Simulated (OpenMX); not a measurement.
AlN in OpenMX: the effect of volume scale

AlN:

```xyz
2
Lattice="0.0000 2.0929 2.0929 2.0929 0.0000 2.0929 2.0929 2.0929 0.0000" Properties=species:S:1:pos:R:3 pbc="T T T"
Al    0.0000    0.0000    0.0000
N     1.0464    1.0464    1.0464
```

Measurements of this composition are mostly on another form, of space group No. 186.

Alike in all runs:

```yaml
Program: OpenMX 3.8.5
Task: band structure
Functional: PBE
Potentials_or_basis: OpenMX 2013 PBE set, Al7.0-s2p2d1, N6.0-s2p2d1, grid cutoff 400 Ry
k_mesh: 7 × 7 × 7
Occupations: fermi-dirac, width 0.05 eV
Spin: no spin polarisation
```

Q: One run gave: pressure 24.9 GPa. Which volume scale did it use?
A. 0.96
B. 1
C. 0.92
D. 0.88
E. 1.08

A: C.

```tsv
volume scale	pressure (GPa)
0.88	38.9
0.92	24.9
0.96	13.5
1	4.0
1.04	-3.6
1.08	-10.0
```

Caveats: the basis of atomic orbitals isn't converged, which shifts pressures, moduli and gaps.
